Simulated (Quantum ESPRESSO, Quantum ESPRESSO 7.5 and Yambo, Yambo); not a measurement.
# CdSe (F-43m): G0W0 on several meshes in Yambo

Aim: the GW shift of CdSe (F-43m) against the k mesh.

Program: Quantum ESPRESSO 7.5 and Yambo 5.3.0. Level of theory: PBE and many-body steps on it, plane waves. Results are calculated unless marked as measured.

## 1. The structure

The structure is cubic, space group F-43m (No. 216). Conventional cell: a = 6.050 Å, b = 6.050 Å, c = 6.050 Å, α = 90.00°, β = 90.00°, γ = 90.00°. Cd has 4 Se at 2.62 Å nearest. Nearest to Se lie 4 Cd at 2.62 Å. Farther neighbours and most contacts between anions are not listed.

The lattice is a measured one from papers, the positions are the Materials Project's; both are kept fixed.

## 2. Empty states on the mesh, 4×4×4 mesh, 377 bands

This step: Quantum ESPRESSO 7.5; DFT, PBE, plane waves, norm-conserving pseudopotentials.

The sums over transitions need many empty states on a uniform mesh; this step solves for them.

The input, pw.in:

```
&control
  calculation = 'nscf'
  prefix = 'x'
  outdir = 'o'
  pseudo_dir = 'pseudo'
/
&system
  ibrav = 0
  nat = 2
  ntyp = 2
  ecutwfc = 104.0
  nbnd = 377
  force_symmorphic = .true.
/
&electrons
  conv_thr = 1e-9
  electron_maxstep = 80
  diago_full_acc = .true.
  diago_thr_init = 5e-6
/
ATOMIC_SPECIES
  Cd 112.41 Cd.upf
  Se 78.971 Se.upf
CELL_PARAMETERS angstrom
  -0.0000000000 3.0250000000 3.0250000000
  3.0250000000 0.0000000000 3.0250000000
  3.0250000000 3.0250000000 -0.0000000000
ATOMIC_POSITIONS crystal
  Cd 0.0000000000 0.0000000000 0.0000000000
  Se 0.7500000000 0.7500000000 0.7500000000
K_POINTS automatic
  4 4 4 0 0 0
```

Command:

```
$ OMP_NUM_THREADS=1 mpirun -n 4 pw.x -nk 4 -in pw.in > pw.out
```

The program printed:

```text
Program PWSCF v.7.5 starts

     This program is part of the open-source Quantum ESPRESSO suite
     for quantum simulation of materials; please cite
         "P. Giannozzi et al., J. Phys.:Condens. Matter 21 395502 (2009);
         "P. Giannozzi et al., J. Phys.:Condens. Matter 29 465901 (2017);
         "P. Giannozzi et al., J. Chem. Phys. 152 154105 (2020);
     in publications or presentations arising from this work. More details at

     Atomic positions and unit cell read from directory:
     o/x.save/

     Message from routine setup:
[...]
-198.7240-138.2021-138.2021-138.2021 -93.3810 -54.4433 -54.4431 -54.4431
[...]
59.1124  59.2374  60.0945  60.0945  61.0949  61.0949  61.8136  61.8683
     [... 36 further rows ...]
   195.0882 196.2263 196.2263 196.3015 196.3382 198.6511 198.6511 199.0444
   200.1688

          k = 0.3536 0.0000 0.0000 (  6715 PWs)   bands (ev):

     [... further k-points ...]

     highest occupied, lowest unoccupied level (ev):     8.3376    8.9804

     XML data file, pseudopotentials, collected wavefunctions

=------------------------------------------------------------------------------=
   JOB DONE.
=------------------------------------------------------------------------------=
```

Run time: 50 s. Hardware: 4 MPI ranks of Intel Xeon 6975P-C (Granite Rapids), shared host; peak memory 1.1 GiB.

Numbers from this step:

```
gap                                                           : 0.6428 eV
k of the valence top                                          : 0, 0, 0
k of the conduction bottom                                    : 0, 0, 0
least direct gap                                              : 0.6428 eV
k points computed                                             : 8
lowest point of the top converged band, above the valence top : 189.6279 eV
```

On this mesh the gap is 0.643 eV.

The density comes from a self-consistent run that is not shown.

## 3. Conversion and set-up

This step: Yambo 5.3.0; conversion and set-up on PBE, plane waves, norm-conserving pseudopotentials.

The states are converted to the many-body program's format and the q mesh is built.

Command:

```
$ (cd o/x.save; p2y > p2y.log; mv SAVE ../..); yambo > setup.log
```

The program printed:

```text
 Yambo, version 5.3.0

 [02] CORE Variables Setup
 =========================

  [02.01] Unit cells
  ==================

  Cell kind             :  FCC
  Atoms in the cell     :  Cd  Se
  number of Cd atoms    :  1
  number of Se atoms    :  1

  List of atomic masses
  Mass of Cd    :  112.4100
  Mass of Se    :  78.97100

  List of atomic coordinates    : [cc]
  Cd1       :  0.000000  0.000000  0.000000  order 1
  Se1       :  8.574632  8.574632  8.574632  order 2

  Alat factors          :  5.716422  5.716422  5.716422 [a.u.]
  Direct lattice volume :  373.5964 [a.u.]
[...]
==========================================

 IBZ Q-points                                      :   8
 BZ  Q-points                                      :   64

 K/Q-points units:
 rlu = crystal or reduced units; cc = cartesian coordinates; iku = interal k-units

 Q [1]          [rlu]:  0.000000  0.000000  0.000000
 Q [2]          [rlu]: -0.89146E-17 -0.89146E-17  0.25000
 Q [3]          [rlu]:  0.17829E-16  0.17829E-16 -0.50000
[...]
Q [7]          [rlu]: -0.15517E-16 -0.50000     -0.50000
 Q [8]          [rlu]:  0.250000 -0.500000 -0.250000

  [03.01] X indexes
  =================

   [03.01.01] Sigma indexes
   ========================

 [06] Game Over & Game summary
```

Run time: 3.9 s. Hardware: 1 MPI rank; peak memory 0.26 GiB.

## 4. 4×4×4

G0W0 replaces the xc potential by the self-energy, built once from these orbitals. Only a window of levels is corrected, while the sums run over the empty bands that the input names.

This step: G0W0 on PBE, plane waves, norm-conserving pseudopotentials.

The input, gw2.in:

```
HF_and_locXC
gw0
dyson
ppa
em1d
rim_cut
RandQpts= 1000000
RandGvec= 1 RL
EXXRLvcs= 104 Ry
VXCRLvcs= 416 Ry
Chimod= "HARTREE"
% BndsRnXp
 1 | 167 |
%
NGsBlkXp= 15.5 Ry
% LongDrXp
 1 | 1 | 1 |
%
% GbndRnge
 1 | 167 |
%
DysSolver= "n"
ExtendOut
PPAPntXp= 27.21138 eV
% QPkrange
 1 | 1 | 21 | 24 |
%
```

Command:

```
$ OMP_NUM_THREADS=1 mpirun -n 4 yambo -F gw2.in -J gw2 -C gw2 > gw2.log
```

The program printed:

```text
 Yambo, version 5.3.0

 [02] CORE Variables Setup
 =========================

  [... cell, symmetries and grids as in the set-up ...]

  [02.05] Energies & Occupations
  ==============================

  [X] === General ===
  [X] Electronic Temperature                        :  0.000000  0.000000 [eV K]
  [X] Bosonic    Temperature                        :  0.000000  0.000000 [eV K]
  [X] Finite Temperature mode                       : no
  [X] El. density                                   :  0.79478E+24 [cm-3]
  [X] Fermi Level                                   :  8.337628 [eV]

  [X] === Gaps and Widths ===
  [X] Conduction Band Min                           :  0.642755 [eV]
  [X] Valence Band Max                              :  0.000000 [eV]
  [X] Filled Bands                                  :  22
  [X] Empty Bands                                   :    23   377
  [X] Direct Gap                                    :  0.642755 [eV]
  [X] Direct Gap localized at k                     :  1
  [X] Indirect Gap                                  :  0.642755 [eV]
  [X] Indirect Gap between kpts                     :  1  1
  [X] Last valence band width                       :  2.274404 [eV]
  [X] 1st conduction band width                     :  4.462916 [eV]

 [03] Transferred momenta grid and indexing
 ==========================================

 IBZ Q-points                                      :   8
 BZ  Q-points                                      :   64

 K/Q-points units:
 rlu = crystal or reduced units; cc = cartesian coordinates; iku = interal k-units

 Q [1]          [rlu]:  0.000000  0.000000  0.000000
 Q [2]          [rlu]: -0.89146E-17 -0.89146E-17  0.25000
 Q [3]          [rlu]:  0.17829E-16  0.17829E-16 -0.50000
 Q [4]          [rlu]:  0.77583E-17  0.25000      0.25000
 Q [5]          [rlu]:  0.88264E-17  0.25000      0.50000
 Q [6]          [rlu]:  0.17829E-16  0.25000     -0.25000
 Q [7]          [rlu]: -0.15517E-16 -0.50000     -0.50000
 Q [8]          [rlu]:  0.250000 -0.500000 -0.250000

 [04] Coloumb potential Random Integration (RIM)
 ===============================================

  [04.01] RIM initialization
  ==========================

  * Diagonal components only detected *

  8 x (sBL volume)        :  0.082994 [a.u.]
  sBZ random points       :  1000000
  Points outside the sBZ  :   7999624
  RL volume               :  0.663952 [a.u.]
  Integrated volume       :  0.663983 [a.u.]

  [04.02] RIM integrals
  =====================

  Gamma point sphere radius             :  0.079122 [a.u.]
  Points outside the sphere             :   799635
  [Int_sBZ(q=0) 1/q^2]*(Vol_sBZ)^(-1/3) =:  7.763403
                                 should be <:  7.795600

  Summary of Coulomb integrals for non-metallic bands |Q|[au] RIM/Bare

  Q [1] 0.100000E-4 0.995870 * Q [2] 0.237972 1.064105
  Q [4] 0.274787 1.063960 * Q [6] 0.388607 1.026025
  Q [5] 0.455682 1.019091 * Q [3] 0.475944 1.016476
  Q [7] 0.549573 1.013019 * Q [8] 0.614442 1.009952

 [05] Dipoles
 ============

  [05.01] Setup: observables and procedures
  =========================================

 [06] Dynamic Dielectric Matrix (PPA)
 ====================================

 [WR./gw2//ndb.pp]---------------------------------------------------------------
  Brillouin Zone Q/K grids (IBZ/BZ)                :    8   64    8   64
  RL vectors                                       :   7799 [WF]
  Coulomb cutoff potential                         : none
  Electronic Temperature                           :  0.000000 [K]
  Bosonic    Temperature                           :  0.000000 [K]
  PPA    diel. fun.  energies                      : Perdew, Burke & Ernzerhof(X)+Perdew, Burke & Ernzerhof(C)
  wavefunctions                                    : Perdew, Burke & Ernzerhof(X)+Perdew, Burke & Ernzerhof(C)
  Global Gauge                                     : length
  X matrix size                                    :   459
  X band range                                     :    1  167
  X e/h energy range                               : -1.000000 -1.000000 [eV]
  X Time ordering                                  : R
  X Hxc Kernel                                     : HARTREE
  X Drude frequency                                :  0.000000  0.000000
  X poles                                          :  100.0000 [o/o]
  RL vectors in the sum                            :   7799
  [r,Vnl] included                                 : yes
  Field direction                                  :  0.577350E-5  0.577350E-5  0.577350E-5
  BZ energy Double Grid                            : no
  BZ energy DbGd points                            : 0
  BZ Q point size factor                           : -1.000000
  X Optical Averaged directions                    : none

 [07] Local Exchange-Correlation + Non-Local Fock
 ================================================

 [VXC] Plane waves :   53497
 [EXS] Plane waves :   6855

 QP @ state[ 1 ] K range:  1  1
 QP @ state[ 1 ] b range:  21  24

 [xc] Functional : Perdew, Burke & Ernzerhof(X)+Perdew, Burke & Ernzerhof(C)
 [xc] LIBXC used to calculate xc functional
  PP Number of Atomic Species                      :  2
  NLCC RL compoments                               :   53497
  PP Number of Atomic Species                      :  2
  NLCC RL compoments                               :   53497

 [xc] E_xc :  -40.58500 [Ha]
      E_xc :  -81.17000 [Ry]

  Local XC kind (lXC) : Perdew, Burke & Ernzerhof(X)+Perdew, Burke & Ernzerhof(C)
  Non-Local XC kind (nlXC) : Hartree-Fock

  Corrections @ K [1] :  [eV]
 <21|nlXC|21> = -18.56249  0.63260E-17 <21|lXC|21> = -16.08531  0.000000
 <22|nlXC|22> = -18.56249 -0.13829E-16 <22|lXC|22> = -16.08531  0.000000
 <23|nlXC|23> = -8.137804  0.35671E-17 <23|lXC|23> = -11.74024  0.000000
 <24|nlXC|24> = -5.919469 -0.17642E-18 <24|lXC|24> = -10.49393  0.000000

 [08] Dyson equation: Newton solver
 ==================================

  [08.01] G0W0 (W PPA)
  ====================

  [  GW  ] Bands range     :    1  167
  [GW/PPA] G damping       :  0.100000 [eV]

  QP @ state[ 1 ] K range:  1  1
  QP @ state[ 1 ] b range:  21  24

   Sc/G bands                                       :    1  167
   Sc/G damping                                     :  0.100000 ev
   Sc bands terminator                              : no
   Sx RL components                                 :   6855

   QP @ state[ 1 ] K range                          :  1  1
   QP @ state[ 1 ] b range                          :  21  24
   GF energies kind                                 : Perdew, Burke & Ernzerhof(X)+Perdew, Burke & Ernzerhof(C)
   GF WF`s kind                                     : Perdew, Burke & Ernzerhof(X)+Perdew, Burke & Ernzerhof(C)
   Xs energies kind                                 : Perdew, Burke & Ernzerhof(X)+Perdew, Burke & Ernzerhof(C)
   Xs WF`s kind                                     : Perdew, Burke & Ernzerhof(X)+Perdew, Burke & Ernzerhof(C)

 [11] Game Over & Game summary
```

Wall time 7.9 min (4 MPI ranks); peak memory 2.4 GiB; 27 min of CPU time.

Numbers from this step:

```
G0W0 gap on the points computed              : 1.306 eV
starting gap on the mesh                     : 0.6428 eV
k of the valence top                         : 0, 0, 0
k of the conduction bottom                   : 0, 0, 0
least direct G0W0 gap on the computed points : 1.306 eV
Z at the valence top                         : 0.7938
Z at the conduction bottom                   : 0.8145
```

The gap on the mesh goes from 0.64 eV to 1.31 eV, a correction of +0.66 eV.

## 5. Empty states on the mesh, 2×2×2 mesh, 167 bands

This step: Quantum ESPRESSO 7.5; DFT, PBE, plane waves, norm-conserving pseudopotentials.

pw.in: that of step 2 with these lines changed.

```diff
@@ -11,3 +11,3 @@
   ecutwfc = 104.0
-  nbnd = 377
+  nbnd = 167
   force_symmorphic = .true.
@@ -31,2 +31,2 @@
 K_POINTS automatic
-  4 4 4 0 0 0
+  2 2 2 0 0 0
```

Command:

```
$ OMP_NUM_THREADS=1 mpirun -n 4 pw.x -nk 4 -in pw.in > pw.out
```

The program printed:

```text
[banner, memory and clock lines left out]
Program PWSCF v.7.5 starts

     Atomic positions and unit cell read from directory:
     o/x.save/

     Message from routine setup:
     using ibrav=0 with symmetry is DISCOURAGED, use correct ibrav instead

     Message from routine divide_et_impera:
     suboptimal parallelization: some nodes have no k-points

     G-vector sticks info

     bravais-lattice index     =            0
     lattice parameter (alat)  =       8.0842  a.u.
     unit-cell volume          =     373.5964 (a.u.)^3
     number of atoms/cell      =            2
[...]
[... 9 further rows ...]
[...]
108.5402 108.9155 109.0823 109.0823 110.8188 110.8188 111.0674

          k =-0.7071 0.0000 0.0000 (  6710 PWs)   bands (ev):

  -198.7240-138.2021-138.2021-138.2021 -93.3810 -54.4433 -54.4432 -54.4432
[...]
58.7298  58.9772  59.4593  60.8265  60.8265  62.1953  62.2016  62.2016
     [... 9 further rows ...]
   105.8149 105.8816 105.8816 107.0621 107.0621 107.8701 107.8701 108.8420
   108.8420 108.8596 109.0348 109.0350 109.0440 109.8667 111.6990

     highest occupied, lowest unoccupied level (ev):     8.3376    8.9804

     XML data file, pseudopotentials, collected wavefunctions
```

The job ended after 8.6 s (4 MPI ranks; peak memory 0.54 GiB).

Numbers from this step:

| Item | Value |
| --- | --- |
| gap | 0.6428 eV |
| k of the valence top | 0, 0, 0 |
| k of the conduction bottom | 0, 0, 0 |
| least direct gap | 0.6428 eV |
| k points computed | 3 |
| lowest point of the top converged band, above the valence top | 101.6866 eV |

On this mesh the gap is 0.643 eV.

(Part 1 of 2 ends here.)

[Paths, hosts, dates, memory and timing lines, banners, echoed tables and standing remarks are left out of the program output.]

[Logs are printed without paths, hosts, clocks, repeated set-up lines and the standing remarks that a program may print on its own settings, such as how far it seeks lower states.]

[Runs of the session that timed out or met a known fault of the program may be left out.]

[Hosts, paths, dates, database ids (printed as entryN), source tags and the programs' standing remarks are cut or masked in the printed files.]
